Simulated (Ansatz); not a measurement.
# InP: the cost of one run

Computed with Ansatz 0.2.0 (DFT PBE, scalar-relativistic, plane waves, PAW, unless a step's input says otherwise).

**1. Starting point**

It takes space group Fm-3m (No. 225, cubic). Conventional cell: a = 5.710 Å, b = 5.710 Å, c = 5.710 Å, α = 90.00°, β = 90.00°, γ = 90.00°. In (site symmetry m-3m) has 6 P at 2.86 Å in its first shell of neighbours. P (site symmetry m-3m) is surrounded by 6 In at 2.85 to 2.86 Å.

Coordinates:

```cif
data_structure
_symmetry_space_group_name_H-M 'Fm-3m'
_symmetry_Int_Tables_number 225
_cell_length_a 5.7100
_cell_length_b 5.7100
_cell_length_c 5.7100
_cell_angle_alpha 90.000
_cell_angle_beta 90.000
_cell_angle_gamma 90.000
_cell_volume 186.17
loop_
_atom_site_label
_atom_site_type_symbol
_atom_site_symmetry_multiplicity
_atom_site_Wyckoff_symbol
_atom_site_fract_x
_atom_site_fract_y
_atom_site_fract_z
_atom_site_occupancy
In1 In 4 a 0.00000 0.00000 0.00000 1
P1 P 4 b 0.00000 0.00000 0.50000 1
```

The runs take a perfect supercell of 54 atoms; the defect goes to fractional position (0.000, 0.000, 0.000).

**2. The perfect supercell**

input.yaml reads:

```yaml
crystal:
  lattice:
    - [0.0, 8.565, 8.565]
    - [8.565, 0.0, 8.565]
    - [8.565, 8.565, 0.0]
  atoms:
    - { symbol: In, position: [0.0, 0.0, 0.0] }
    - { symbol: In, position: [0.0, 0.0, 0.333333] }
    - { symbol: In, position: [0.0, 0.0, 0.666667] }
    - { symbol: In, position: [0.0, 0.333333, 0.0] }
    - { symbol: In, position: [0.0, 0.333333, 0.333333] }
    - { symbol: In, position: [0.0, 0.333333, 0.666667] }
    - { symbol: In, position: [0.0, 0.666667, 0.0] }
    - { symbol: In, position: [0.0, 0.666667, 0.333333] }
    - { symbol: In, position: [0.0, 0.666667, 0.666667] }
    - { symbol: In, position: [0.333333, 0.0, 0.0] }
    - { symbol: In, position: [0.333333, 0.0, 0.333333] }
    - { symbol: In, position: [0.333333, 0.0, 0.666667] }
    - { symbol: In, position: [0.333333, 0.333333, 0.0] }
    - { symbol: In, position: [0.333333, 0.333333, 0.333333] }
    - { symbol: In, position: [0.333333, 0.333333, 0.666667] }
    - { symbol: In, position: [0.333333, 0.666667, 0.0] }
    - { symbol: In, position: [0.333333, 0.666667, 0.333333] }
    - { symbol: In, position: [0.333333, 0.666667, 0.666667] }
    - { symbol: In, position: [0.666667, 0.0, 0.0] }
    - { symbol: In, position: [0.666667, 0.0, 0.333333] }
    - { symbol: In, position: [0.666667, 0.0, 0.666667] }
    - { symbol: In, position: [0.666667, 0.333333, 0.0] }
    - { symbol: In, position: [0.666667, 0.333333, 0.333333] }
    - { symbol: In, position: [0.666667, 0.333333, 0.666667] }
    - { symbol: In, position: [0.666667, 0.666667, 0.0] }
    - { symbol: In, position: [0.666667, 0.666667, 0.333333] }
    - { symbol: In, position: [0.666667, 0.666667, 0.666667] }
    - { symbol: P, position: [0.166667, 0.166667, 0.166667] }
    - { symbol: P, position: [0.166667, 0.166667, 0.5] }
    - { symbol: P, position: [0.166667, 0.166667, 0.833333] }
    - { symbol: P, position: [0.166667, 0.5, 0.166667] }
    - { symbol: P, position: [0.166667, 0.5, 0.5] }
    - { symbol: P, position: [0.166667, 0.5, 0.833333] }
    - { symbol: P, position: [0.166667, 0.833333, 0.166667] }
    - { symbol: P, position: [0.166667, 0.833333, 0.5] }
    - { symbol: P, position: [0.166667, 0.833333, 0.833333] }
    - { symbol: P, position: [0.5, 0.166667, 0.166667] }
    - { symbol: P, position: [0.5, 0.166667, 0.5] }
    - { symbol: P, position: [0.5, 0.166667, 0.833333] }
    - { symbol: P, position: [0.5, 0.5, 0.166667] }
    - { symbol: P, position: [0.5, 0.5, 0.5] }
    - { symbol: P, position: [0.5, 0.5, 0.833333] }
    - { symbol: P, position: [0.5, 0.833333, 0.166667] }
    - { symbol: P, position: [0.5, 0.833333, 0.5] }
    - { symbol: P, position: [0.5, 0.833333, 0.833333] }
    - { symbol: P, position: [0.833333, 0.166667, 0.166667] }
    - { symbol: P, position: [0.833333, 0.166667, 0.5] }
    - { symbol: P, position: [0.833333, 0.166667, 0.833333] }
    - { symbol: P, position: [0.833333, 0.5, 0.166667] }
    - { symbol: P, position: [0.833333, 0.5, 0.5] }
    - { symbol: P, position: [0.833333, 0.5, 0.833333] }
    - { symbol: P, position: [0.833333, 0.833333, 0.166667] }
    - { symbol: P, position: [0.833333, 0.833333, 0.5] }
    - { symbol: P, position: [0.833333, 0.833333, 0.833333] }
basis:
  ecutwfc: 420
  fft_grid_basis: typed
kpoints:
  mp_grid: { grid: [1, 1, 1] }
hamiltonian:
  xc: pbe
  pseudopotentials: { kind: paw }
scf:
  occupations: { method: gaussian, width: 0.05 }
output:
  forces: true
  stress: false
  eigenvalues: true
  bader: false
  write_density: true
  volumetric_format: npy
```

Run with:

```console
> ansatz run input.yaml --threads 8 --pin off --max-ram 16384MiB --backend cpu --events-out ev --progress --plain --runs-dir out
```

Q: Estimate wall time and peak memory on 8 threads of Arm Neoverse N1, shared host.

About 9.8 s, with a peak of 1.4 GiB.
